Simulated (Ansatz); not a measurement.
# ZnSe (Fm-3m): the volume at zero pressure

Where does the pressure of ZnSe (Fm-3m) vanish?

Program: Ansatz 0.2.0. Level of theory: DFT PBE, scalar-relativistic, plane waves, PAW. These are calculated values, not measurements.

## Step 1: The starting structure

It takes space group Fm-3m (No. 225, cubic). Conventional cell: a = 5.431 Å, b = 5.431 Å, c = 5.431 Å, α = 90.00°, β = 90.00°, γ = 90.00°. Se (site symmetry m-3m) has 6 Zn at 2.72 Å as nearest neighbours. Around Zn (site symmetry m-3m) lie 6 Se at 2.72 Å.

As a file:

```
Se Zn
1.0
     0.00000    2.71559    2.71559
     2.71559    0.00000    2.71559
     2.71559    2.71559    0.00000
Se Zn
1 1
Direct
  0.00000 0.00000 0.00000
  0.50000 0.50000 0.50000
```

## Step 2: First run, at the start cell

input.yaml

```yaml
crystal:
  lattice:
    - [0.0, 2.71558512, 2.71558512]
    - [2.71558512, 0.0, 2.71558512]
    - [2.71558512, 2.71558512, 0.0]
  atoms:
    - { symbol: Se, position: [0.0, 0.0, 0.0] }
    - { symbol: Zn, position: [0.5, 0.5, 0.5] }
basis:
  ecutwfc: 420
  ecutrho_ratio: 4
kpoints:
  mp_grid: { grid: [12, 12, 12] }
hamiltonian:
  xc: pbe
scf:
  occupations: { method: gaussian, width: 0.05 }
output:
  forces: true
  stress: true
  eigenvalues: true
```

Launch:

```bash
$ ansatz run input.yaml --threads 1 --pin off --max-ram 2560MiB --backend cpu --events-out ev --progress --plain --runs-dir out
```

Further steps of the session: Next volume, run 2; A new volume, run 3.

Before running it: what results should come out? Wanted: volume; pressure; conventional cell; gap on the mesh.

**Answer**, as computed:

| quantity | value |
| --- | --- |
| volume | 19.335 Å³/atom |
| pressure | 0.01 GPa |
| conventional cell | a = 5.368 Å, b = 5.368 Å, c = 5.368 Å, α = 90.00°, β = 90.00°, γ = 90.00° |
| gap on the mesh | none (metal) |

What this shows: The volume went from 20.03 to 19.34 Å³/atom (-3.4 %), where 0.01 GPa is left.
